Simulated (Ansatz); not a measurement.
How far is this SnSe from the hull?

Method: Ansatz, DFT PBE, scalar-relativistic, plane waves, PAW. Settings: cutoff 420 eV, Γ-centred meshes spaced at most about 0.3 Å⁻¹ (2π included), Gaussian smearing. No spin polarisation.

Formation energies are uncorrected and refer to the elements' standard structures at the same level. The references include grey tin.

All energies are static (0 K, no zero-point motion). Weakly bound directions are ill-defined at this level, which has no dispersion term (Pnma), and this can change margins and order among such cells. The reference form of Se is held partly by dispersion forces, which this level lacks.

The competitors are the elements and 2 reference phases of this chemical system (from databases or known types: SnSe, SnSe2), relaxed at the same level; other known phases may be missing.

The candidate was reached from: CdSe type (P6_3mc).

```cif
data_structure
_symmetry_space_group_name_H-M 'P6_3mc'
_symmetry_Int_Tables_number 186
_cell_length_a 5.1097
_cell_length_b 5.1097
_cell_length_c 6.1683
_cell_angle_alpha 90.000
_cell_angle_beta 90.000
_cell_angle_gamma 120.000
_cell_volume 139.47
loop_
_atom_site_label
_atom_site_type_symbol
_atom_site_symmetry_multiplicity
_atom_site_Wyckoff_symbol
_atom_site_fract_x
_atom_site_fract_y
_atom_site_fract_z
_atom_site_occupancy
Sn1 Sn 2 b 0.66667 0.33333 0.45571 1
Se1 Se 2 b 0.66667 0.33333 0.92014 1
```

Question: Where does it stand against these competitors?

Answer: Not the lowest form: another structure of the same formula lies lower. Its formation energy is -0.337 eV/atom. The lowest competing phase at this composition is this:

```tsv
phase	space group	source	share of atoms	ΔE_f (eV/atom)
SnSe	Pnma (No. 62)	COD	1.0000	-0.439
```

The candidate lies 102 meV/atom above this phase. The candidate matches no cell in the subsets of the Crystallography Open Database and the Materials Project at hand. It is metastable at best. Whether it is a true minimum wasn't tested by phonons.
